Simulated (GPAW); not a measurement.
# BN (R3m) in GPAW: settings compared, part 2 of 3

GPAW 26.7.0.

### Step 3. Optical spectrum by the Bethe-Salpeter equation, GLLB-SC

The input, run.py:

```python
import numpy as np
import spglib
from ase import Atoms
from ase.dft.bandgap import bandgap
from ase.io import read, write
from gpaw import GPAW, PW
from gpaw.response.bse import BSE

atoms = read('BN.cif')
cell, positions, numbers = spglib.find_primitive(
    (atoms.cell[:], atoms.get_scaled_positions(), atoms.numbers), symprec=1e-4)
atoms = Atoms(numbers, cell=cell, scaled_positions=positions, pbc=True)

calc = GPAW(mode=PW(650),
            xc='GLLBSC',
            kpts={'size': (10, 10, 10), 'gamma': True},
            occupations={'name': 'fermi-dirac', 'width': 0.05},
            nbands=11,
            convergence={'density': 1e-06},
            maxiter=80,
            txt='gpaw.txt')
atoms.calc = calc
energy = atoms.get_potential_energy()
calc.write('gs.gpw')
write('result.traj', atoms)
print('Fermi level:', round(calc.get_fermi_level(), 4), 'eV')
print(f'Gap: {bandgap(calc)[0]:.4f} eV, direct: {bandgap(calc, direct=True)[0]:.4f} eV')

dense = calc.fixed_density(kpts={'size': (6, 6, 6), 'gamma': True},
                           nbands=18, convergence={'bands': 12},
                           update_fermi_level=True, txt='dense.txt')
dense.write('dense.gpw', mode='all')
gap = bandgap(dense, direct=True)[0]
print(f'Direct gap on the dense mesh: {gap:.4f} eV')

bse = BSE('dense.gpw',
          ecut=15,
          valence_bands=range(2, 4),
          conduction_bands=range(4, 8),
          nbands=12,
          mode='BSE',
          integrate_gamma='WS',
          direction=2,
          txt='bse.txt')
bse.get_dielectric_function(w_w=np.linspace(0, 15, 301), eta=0.1, filename='bse.csv', write_eig='eig.dat')
_, energies, weights = np.loadtxt('eig.dat', unpack=True)
bright = energies[weights > 1e-3 * weights.max()]
print(f'Lowest exciton {energies.min():.4f} eV, lowest bright one {bright.min():.4f} eV')
```

The input, BN.cif:

```cif
data_BN
_cell_length_a 2.50224357
_cell_length_b 2.50224357
_cell_length_c 10.11880321
_cell_angle_alpha 90.00000000
_cell_angle_beta 90.00000000
_cell_angle_gamma 120.00000000
_space_group_name_H-M_alt 'R3m'
_space_group_name_Hall 'R 3 -2"'
_space_group_IT_number 160
loop_
_space_group_symop_operation_xyz
'x,y,z'
'-y,x-y,z'
'-x+y,-x,z'
'-y,-x,z'
'-x+y,y,z'
'x,x-y,z'
'x+2/3,y+1/3,z+1/3'
'-y+2/3,x-y+1/3,z+1/3'
'-x+y+2/3,-x+1/3,z+1/3'
'-y+2/3,-x+1/3,z+1/3'
'-x+y+2/3,y+1/3,z+1/3'
'x+2/3,x-y+1/3,z+1/3'
'x+1/3,y+2/3,z+2/3'
'-y+1/3,x-y+2/3,z+2/3'
'-x+y+1/3,-x+2/3,z+2/3'
'-y+1/3,-x+2/3,z+2/3'
'-x+y+1/3,y+2/3,z+2/3'
'x+1/3,x-y+2/3,z+2/3'
loop_
_atom_site_label
_atom_site_type_symbol
_atom_site_symmetry_multiplicity
_atom_site_Wyckoff_symbol
_atom_site_fract_x
_atom_site_fract_y
_atom_site_fract_z
_atom_site_occupancy
N1 N 3 a 0.6666666667 0.3333333333 0.0005715333 1
B1 B 3 a 0.0000000000 0.0000000000 0.0003288000 1
```

Potentials or basis: the program's PAW data sets (release 1.2.1) made for this functional, pw.

On the command line:

```bash
$ OMP_NUM_THREADS=1 python run.py
```

gpaw.txt:

```text
___ ___ ___ _ _ _
 |   |   |_  | | | |
 | | | | | . | | | |
 |__ |  _|___|_____|  26.7.0
 |___|_|

Input parameters:
  convergence: {density: 1e-06}
  kpts: {gamma: True,
         size: (10, 10, 10)}
  maxiter: 80
  mode: {ecut: 650.0,
         name: pw}
  nbands: 11
  occupations: {name: fermi-dirac,
                width: 0.05}
  xc: GLLBSC

System changes: positions, numbers, cell, pbc, initial_charges, initial_magmoms

Initialize ...

species:
  N:
    name:    Nitrogen
    Z:       7.0
    valence: 5
    core:    2
    charge:  0.0  # [|e|]
    compensation charges:
      type: gauss
      rc: 0.18  # [Å]
      lmax: 2
    cutoffs:
      filter: 1.11  # [Å]
      core: 0.96  # [Å]
    projectors
    | kind |    occ | energy [eV] | rcut [Å] |
    |------|--------|-------------|----------|
    |   2s |  2.000 |     -22.351 |    0.603 |
    |   2p |  3.000 |     -10.227 |    0.529 |
    |    s |        |       4.860 |    0.603 |
    |    p |        |      16.985 |    0.529 |
    |    d |        |       0.000 |    0.577 |

    Using partial waves for N as LCAO basis

  B:
    name:    Boron
    Z:       5.0
    valence: 3
    core:    2
    charge:  0.0  # [|e|]
    compensation charges:
      type: gauss
      rc: 0.20  # [Å]
      lmax: 2
    cutoffs:
      filter: 1.14  # [Å]
      core: 1.38  # [Å]
    projectors
    | kind |    occ | energy [eV] | rcut [Å] |
    |------|--------|-------------|----------|
    |   2s |  2.000 |     -10.319 |    0.635 |
    |   2p |  1.000 |      -4.115 |    0.635 |
    |    s |        |      16.892 |    0.635 |
    |    p |        |      23.096 |    0.635 |
    |    d |        |       0.000 |    0.635 |

    Using partial waves for B as LCAO basis

Reference energy: -2141.428329  # eV

Spin-paired calculation

Convergence criteria:
 Maximum [total energy] change in last 3 cyles: 0.0005 eV / valence electron
 Maximum integral of absolute [dens]ity change: 1e-06 electrons / valence electron
 Maximum integral of absolute [eigenst]ate change: 4e-08 eV^2 / valence electron
 Maximum number of scf [iter]ations: 80
 (Square brackets indicate name in SCF output, whereas a 'c' in
 the SCF output indicates the quantity has converged.)

Symmetries present (total): 6

  ( 1  0  0)  ( 1  0  0)  ( 0  1  0)  ( 0  1  0)  ( 0  0  1)  ( 0  0  1)
  ( 0  1  0)  ( 0  0  1)  ( 1  0  0)  ( 0  0  1)  ( 1  0  0)  ( 0  1  0)
  ( 0  0  1)  ( 0  1  0)  ( 0  0  1)  ( 1  0  0)  ( 0  1  0)  ( 1  0  0)

1000 k-points: 10 x 10 x 10 Monkhorst-Pack grid + [1/20,1/20,1/20]
116 k-points in the irreducible part of the Brillouin zone
       k-points in crystal coordinates                weights
   0:     0.00000000    0.00000000    0.00000000          1/1000
   1:     0.10000000    0.00000000   -0.10000000          6/1000
   2:     0.10000000    0.00000000    0.00000000          6/1000
   3:     0.10000000    0.10000000   -0.10000000          6/1000
   4:     0.10000000    0.10000000    0.00000000          6/1000
   5:     0.10000000    0.10000000    0.10000000          2/1000
   6:     0.20000000   -0.10000000   -0.10000000          6/1000
   7:     0.20000000    0.00000000   -0.20000000          6/1000
   8:     0.20000000    0.00000000   -0.10000000         12/1000
   9:     0.20000000    0.00000000    0.00000000          6/1000
          ...
 115:     0.50000000    0.50000000    0.50000000          1/1000

Wave functions: Plane wave expansion
  Cutoff energy: 650.000 eV
  Number of coefficients (min, max): 674, 700
  Pulay-stress correction: 0.000000 eV/Ang^3 (de/decut=0.000000)
  Using FFTW library
  ScaLapack parameters: grid=1x1, blocksize=None
  Wavefunction extrapolation:
    Improved wavefunction reuse through dual PAW basis

Occupation numbers: Fermi-Dirac:
  width: 0.0500  # eV

Eigensolver
   Davidson(niter=2)

Densities:
  Coarse grid: 24*24*24 grid
  Fine grid: 48*48*48 grid
  Total Charge: 0.000000

Density mixing:
  Method: separate
  Backend: msr1
  Linear mixing parameter: 0.05
  old densities: 10
  Width of damping distribution: 1.1
  Damping of long wavelength oscillations: 20

Hamiltonian:
  XC and Coulomb potentials evaluated on a 48*48*48 grid
  Using the GLLBSC Exchange-Correlation functional
  External potential:
    NoExternalPotential

XC parameters: GLLBSC functional being used consists of
  -----------------------------------------------------------------------
  | Weight | Module     | Description                                   |
  -----------------------------------------------------------------------
  |  1.000 | SCREENING  | GGA_X_PBE_SOL with 2 nearest neighbor stencil |
  |  1.000 | RESPONSE   | eps=0.0500 eV                                 |
  |  1.000 | XC         | GGA_C_PBE_SOL with 2 nearest neighbor stencil |
  -----------------------------------------------------------------------

Number of atoms: 2
Number of atomic orbitals: 8
Number of bands in calculation: 11
Number of valence electrons: 8
Bands to converge: occupied

... initialized

Initializing position-dependent things.

Density initialized from atomic densities
Creating initial wave functions:
  8 bands from LCAO basis set
  3 bands from random numbers

       N

       B

Atomic positions and initial magnetic moments

Positions:
   0 N     -0.000000   -0.000000    6.751652    ( 0.0000,  0.0000,  0.0000)
   1 B     -0.000000   -0.000000    0.003327    ( 0.0000,  0.0000,  0.0000)

Unit cell:
           periodic     x           y           z      points  spacing
  1. axis:    yes    1.251122    0.722335    3.372934    24     0.0883
  2. axis:    yes   -1.251122    0.722335    3.372934    24     0.0883
  3. axis:    yes    0.000000   -1.444671    3.372934    24     0.0883

  Lengths:   3.669300   3.669300   3.669300
  Angles:   39.871987  39.871987  39.871987

Effective grid spacing dv^(1/3) = 0.1098

iter:   1   -20.293317
iter:   2   -20.380307   -1.18  -0.62
iter:   3   -18.421113   -0.50  -0.64
iter:   4   -18.197159   -1.45  -0.85
iter:   5   -18.972652   -1.05  -1.20
iter:   6   -18.257768   -1.75  -1.12
iter:   7   -18.200077   -2.74  -1.65
iter:   8   -18.167192   -3.33  -2.00
iter:   9   -18.159113   -3.87  -2.49
iter:  10   -18.164719   -5.40  -2.80
iter:  11   -18.169960   -5.78  -3.03
iter:  12   -18.169404   -7.20  -3.67
iter:  13   -18.170099c  -6.96  -3.59
iter:  14   -18.170420c  -7.32  -4.06
iter:  15   -18.170427c  -8.38c -5.66
iter:  16   -18.170358c  -9.22c -5.58
iter:  17   -18.170373c -10.75c -5.51
iter:  18   -18.170385c -10.48c -5.58
iter:  19   -18.170385c -11.64c -7.22c

Converged after 19 iterations.

Dipole moment: (0.000000, -0.000000, 1.511651) |e|*Ang

Energy contributions relative to reference atoms: (reference = -2141.428329)

Kinetic:        +20.692193
Potential:      -20.280653
External:        +0.000000
XC:             -18.634425
Entropy (-ST):   +0.000000
Local:           +0.052500
SIC:             +0.000000
--------------------------
Free energy:    -18.170385
Extrapolated:   -18.170385

GLLBSC response reference energy: 1.90329 eV (from HOMO)

Showing only first 2 kpts
 Kpt  Band  Eigenvalues  Occupancy
  0     2      0.91280    2.00000
  0     3      0.91292    2.00000
  0     4      7.74587    0.00000
  0     5     14.55162    0.00000

  1     2     -1.12395    2.00000
  1     3     -0.12105    2.00000
  1     4      8.75482    0.00000
  1     5     13.95348    0.00000

Fermi level: 5.33464

Gap: 5.191 eV
Transition (v -> c):
  (s=0, k=22, n=3, [0.30, 0.00, -0.30]) -> (s=0, k=110, n=4, [0.50, 0.50, 0.00])
Direct/indirect transitions are different
Direct gap: 6.009 eV
Transition at: (s=0, k=57, n=3, [0.40, 0.10, -0.20])
Writing to gs.gpw (mode='')
```

Wall time 13 min (1 thread of Arm Neoverse V1, shared host); peak memory 0.45 GiB.

These settings aren't checked as converged: the numbers below hold their error.

Results:

- Band gap on the k mesh, Kohn-Sham part alone, mean-field level: 5.19 eV, indirect (least direct gap 6.01 eV)
- Exciton binding energy: 1.50 eV

Caveat: the k mesh is coarse (spacing up to 0.49 Å⁻¹), so the values aren't converged; the band lists can cut through equal levels, which moves peak heights; on so coarse a mesh excitons come out too strongly bound; on this mesh the treatment of q = 0 moves the result by about a tenth of an eV; a model potential gives levels but no total energy; the long-wavelength limit can be off by a per cent or two; response on these states lacks terms of the Hamiltonian; the static dielectric constant lacks the antiresonant part and is too small; spectra need much finer meshes, so this one isn't converged; the program warned that so skewed a cell can give wrong results.

(Continued in part 3 of 3.)
